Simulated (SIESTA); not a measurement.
Input of a SIESTA 5.4.2 run:

The input TiO2.fdf:

```
SystemName                      TiO2
SystemLabel                     TiO2
NumberOfSpecies                 2
NumberOfAtoms                   6
%block ChemicalSpeciesLabel
  1  22 Ti
  2   8 O
%endblock ChemicalSpeciesLabel

LatticeConstant                 1.0 Ang
%block LatticeVectors
     4.5998373239     0.0000000000     0.0000000000
     0.0000000000     4.5998373239     0.0000000000
     0.0000000000     0.0000000000     2.9592135600
%endblock LatticeVectors
AtomicCoordinatesFormat         Fractional
%block AtomicCoordinatesAndAtomicSpecies
     0.0000000000     0.0000000000     0.5000000000  1  Ti
     0.5000000000     0.5000000000     0.0000000000  1  Ti
     0.3043213200     0.3043213200     0.5000000000  2  O
     0.1956786800     0.8043213200     0.0000000000  2  O
     0.8043213200     0.1956786800     0.0000000000  2  O
     0.6956786800     0.6956786800     0.5000000000  2  O
%endblock AtomicCoordinatesAndAtomicSpecies

%block kgrid.MonkhorstPack
    4   0   0  0.0
    0   4   0  0.0
    0   0   6  0.0
%endblock kgrid.MonkhorstPack
XC.Functional                   GGA
XC.Authors                      PBE
PAO.BasisSize                   DZP
PAO.EnergyShift                 0.003 Ry
Mesh.Cutoff                     800 Ry
OccupationFunction              FD
ElectronicTemperature           0.05 eV
MaxSCFIterations                120
SCF.MustConverge                false
SCF.Mixer.Method                Pulay
SCF.Mixer.Weight                0.25
SCF.Mixer.History               8
SCF.DM.Tolerance                5.0e-05
SCF.H.Tolerance                 1.0e-03 eV
WriteForces                     true
Charge.Mulliken                 end
MD.TypeOfRun                    CG
MD.Steps                        40
MD.MaxForceTol                  0.02 eV/Ang
MD.MaxDispl                     0.1 Ang
WriteCoorStep                   true
AtomCoorFormatOut               Fractional
MD.VariableCell                 true
MD.MaxStressTol                 0.1 GPa
%block PAO.Basis
  Ti 5
  n=3 0 2
    3.144 0.000
  n=4 0 2
    8.756 0.000
  n=3 1 2
    3.568 0.000
  n=4 1 1
    8.756
  n=3 2 2
    6.267 0.000
%endblock PAO.Basis
```

Potentials or basis: PseudoDojo 0.4 standard (PBE files), DZP (energy shift 0.003 Ry; two zetas on semicore shells).

The run is started by

```sh
$ siesta TiO2.fdf > TiO2.out 2>&1
```

(1) What does it give for the relaxed cell?

(2) Estimate the band gap on the k mesh.

## Answers

(1) a = 4.654 Å, b = 4.654 Å, c = 2.987 Å, α = 90.00°, β = 90.00°, γ = 90.00°.

(2) 1.71 eV, direct.

Caveat: the basis of atomic orbitals isn't converged, which shifts pressures, moduli and gaps.
